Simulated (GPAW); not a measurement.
# AgCl: single point with PBE

AgCl:

```
CELL_PARAMETERS angstrom
3.43397 0.00000 0.00000
0.00000 3.43397 0.00000
0.00000 0.00000 3.43397
ATOMIC_POSITIONS crystal
Ag 0.00000 0.00000 0.00000
Cl 0.50000 0.50000 0.50000
```

Measurements of this composition are mostly on another form, of space group No. 225.

* Program: GPAW 26.7.0
* Task: single point
* Functional: PBE
* Potentials or basis: GPAW PAW data sets (gpaw-data 1.2.1)
* Cutoff: 600 eV
* Basis: pw
* k mesh: 8 × 8 × 8
* Occupations: fermi-dirac, width 0.05 eV
* Spin: no spin polarisation

| Property | Result |
| --- | --- |
| Pressure | -0.1 GPa |
| Band gap on the k mesh | 0.56 eV, indirect (least direct gap 2.07 eV) |

Levels at points of the mesh, in eV from the valence-band top:
| k point | band 8 | band 9 | band 10 | band 11 | band 12 | band 13 | band 14 | band 15 | band 16 | band 17 |
| --- | --- | --- | --- | --- | --- | --- | --- | --- | --- | --- |
| (0.00, 0.00, 0.00) | -1.77 | -1.77 | -1.51 | -1.51 | -1.51 | 0.56 | 9.34 | 9.34 | 13.68 | 13.68 |
| (0.50, 0.00, 0.00) | -2.57 | -1.72 | -1.41 | 0.00 | 0.00 | 4.89 | 5.50 | 9.30 | 9.92 | 9.92 |
| (0.50, 0.50, 0.00) | -2.09 | -2.06 | -2.06 | -1.47 | -0.89 | 2.80 | 8.92 | 8.92 | 10.51 | 13.46 |
| (0.50, 0.50, 0.50) | -1.45 | -1.45 | -0.17 | -0.17 | -0.17 | 4.76 | 4.76 | 4.76 | 6.75 | 17.42 |

Wall time 11 s on 1 thread of Intel(R) Xeon(R) Platinum 8488C (Sapphire Rapids), on a shared host, peak memory 0.16 GiB.

A k mesh can miss the band edges.
